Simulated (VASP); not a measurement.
**CaS: band structure with PBE**

The system is CaS.

```
Ca S
1.0
     0.00000    2.82500    2.82500
     2.82500    0.00000    2.82500
     2.82500    2.82500    0.00000
Ca S
1 1
Direct
  0.00000 0.00000 0.00000
  0.50000 0.50000 0.50000
```

The cell was built by a generator and needn't be a form met in nature.

| Property | Result |
| --- | --- |
| Program | VASP 6.6.1 |
| Task | band structure |
| Functional | PBE |
| Potentials or basis | VASP PAW PBE potentials, release 64 (Ca_sv, S) |
| Cutoff | 520 eV |
| k mesh | 8 × 8 × 8 |
| Occupations | gaussian, width 0.02 eV |
| Spin | no spin polarisation |
| Further INCAR settings | ALGO = Normal; EDIFF = 1e-06 |

```json
{"Pressure": "2.2 GPa", "Band gap on the k mesh": "2.30 eV, indirect (least direct gap 3.12 eV)", "Band gap along the path": "2.30 eV, indirect (least direct gap 3.12 eV)"}
```

Levels at the corners of the path, in eV from the valence-band top:
```tsv
point	band 5	band 6	band 7	band 8	band 9	band 10	band 11	band 12
Γ	-11.41	0.00	0.00	0.00	4.16	4.16	4.16	4.30
X	-10.76	-2.32	-0.82	-0.82	2.30	5.65	6.14	6.89
X	-10.76	-2.32	-0.82	-0.82	2.30	5.65	6.14	6.88
W	-10.63	-1.82	-1.82	-1.60	4.85	4.85	6.07	6.53
W	-10.63	-1.82	-1.82	-1.60	4.85	4.85	6.07	6.53
K	-10.64	-2.08	-1.92	-1.05	3.67	6.39	6.51	6.60
K	-10.64	-2.08	-1.92	-1.05	3.67	6.39	6.51	6.55
Γ	-11.41	0.00	0.00	0.00	4.16	4.16	4.16	4.30
Γ	-11.41	0.00	0.00	0.00	4.16	4.16	4.16	4.30
L	-10.54	-3.18	-1.21	-1.21	5.27	6.14	6.27	6.27
L	-10.54	-3.18	-1.21	-1.21	5.27	6.14	6.27	6.27
U	-10.64	-2.08	-1.92	-1.05	3.67	6.39	6.51	6.53
U	-10.64	-2.08	-1.92	-1.05	3.67	6.39	6.51	6.52
W	-10.63	-1.82	-1.82	-1.60	4.85	4.85	6.07	6.53
W	-10.63	-1.82	-1.82	-1.60	4.85	4.85	6.07	6.53
L	-10.54	-3.18	-1.21	-1.21	5.27	6.14	6.27	6.27
L	-10.54	-3.18	-1.21	-1.21	5.27	6.14	6.27	6.27
K	-10.64	-2.08	-1.92	-1.05	3.67	6.39	6.51	6.52
U	-10.64	-2.08	-1.92	-1.05	3.67	6.40	6.51	6.65
X	-10.76	-2.32	-0.82	-0.82	2.30	5.65	6.14	6.89
```

It took 57 s on 1 thread of Intel(R) Xeon(R) Platinum 8488C (Sapphire Rapids), on a shared host, peak memory 0.18 GiB.

PBE gaps usually lie below the measured ones, often by a third to a half.
